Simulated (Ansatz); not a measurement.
## Step by step: GaN, relaxation of cell and atoms

All numbers below come from DFT, r2SCAN, PAW with Ansatz's default frozen-core files, scalar-relativistic in Ansatz 0.2.0.

Command: `ansatz run input.yaml --threads 1 --pin off --max-ram 3072MiB --backend cpu --events-out ev --progress --plain --runs-dir out` The run took 64 s on 1 thread of AMD EPYC 7R43 64-Core Processor (Zen 3), with other jobs on the host, peak memory 0.56 GiB.

```yaml
crystal:
  lattice:
    - [3.3652416391, 0.0, 0.0]
    - [-1.6826208196, 2.9143847494, 0.0]
    - [0.0, 0.0, 5.0478624587]
  atoms:
    - { symbol: Ga, position: [0.0, 0.0, 0.0] }
    - { symbol: Ga, position: [0.0, 0.0, 0.5] }
    - { symbol: "N", position: [0.3333333333, 0.6666666667, 0.25] }
    - { symbol: "N", position: [0.6666666667, 0.3333333333, 0.75] }
kpoints:
  mp_grid: { grid: [12, 12, 7] }
scf:
  occupations: { method: fermi_dirac, width: 0.08 }
hamiltonian:
  xc: r2scan
  pseudopotentials: { kind: paw }
output:
  forces: true
  stress: true
relax:
  f_tol: 0.005
  max_steps: 80
  cell: {}
```

The cell is built from the NiAs type as a first guess.

The cutoff is 500 eV; energies and pressures of the walk include the program's estimate of the Pulay term. The PAW files were made with PBE; their cores are remade for this functional.

Each frame lists the cell vectors (Å), then Cartesian positions (Å); symmetry keeps all forces zero. Free energies count from the first step, -8348.4761 eV.

The walk took 7 evaluations in all; steps that aren't listed are left out.

Step 1: E = 0.0 meV, P = -29.34 GPa

```
cell 3.3652 0.0000 0.0000 -1.6826 2.9144 0.0000 0.0000 0.0000 5.0479
Ga    0.0000    0.0000    0.0000
Ga    0.0000    0.0000    2.5239
N     0.0000    1.9429    1.2620
N     1.6826    0.9715    3.7859
```

Step 2: E = -1097.5 meV, P = -23.50 GPa

```
cell 3.1975 0.0000 0.0000 -1.5988 2.7692 0.0000 0.0000 0.0000 5.0660
Ga    0.0000    0.0000    0.0000
Ga    0.0000    0.0000    2.5330
N     0.0000    1.8461    1.2665
N     1.5988    0.9231    3.7995
```

Step 3: E = -1748.1 meV, P = -8.41 GPa

```
cell 3.0334 0.0000 0.0000 -1.5167 2.6270 0.0000 0.0000 0.0000 5.0278
Ga    0.0000    0.0000    0.0000
Ga    0.0000    0.0000    2.5139
N     0.0000    1.7513    1.2569
N     1.5167    0.8757    3.7708
```

Step 4: E = -1804.0 meV, P = 4.08 GPa

```
cell 2.9406 0.0000 0.0000 -1.4703 2.5466 0.0000 0.0000 0.0000 5.0343
Ga    0.0000    0.0000    0.0000
Ga    0.0000    0.0000    2.5172
N     0.0000    1.6977    1.2586
N     1.4703    0.8489    3.7757
```

How does the relaxation end?

It converges, with a = 2.967 Å, b = 2.967 Å, c = 5.033 Å, α = 90.00°, β = 90.00°, γ = 120.00° (conventional cell, space group P6_3/mmc). The last solve (on a basis chosen afresh for the final cell, so its energy is not quite comparable) gives E = -1811.3 meV, P = -0.03 GPa:
```
cell 2.9675 0.0000 0.0000 -1.4837 2.5699 0.0000 0.0000 0.0000 5.0327
Ga    0.0000    0.0000    0.0000
Ga    0.0000    0.0000    2.5164
N     0.0000    1.7133    1.2582
N     1.4837    0.8566    3.7746
```
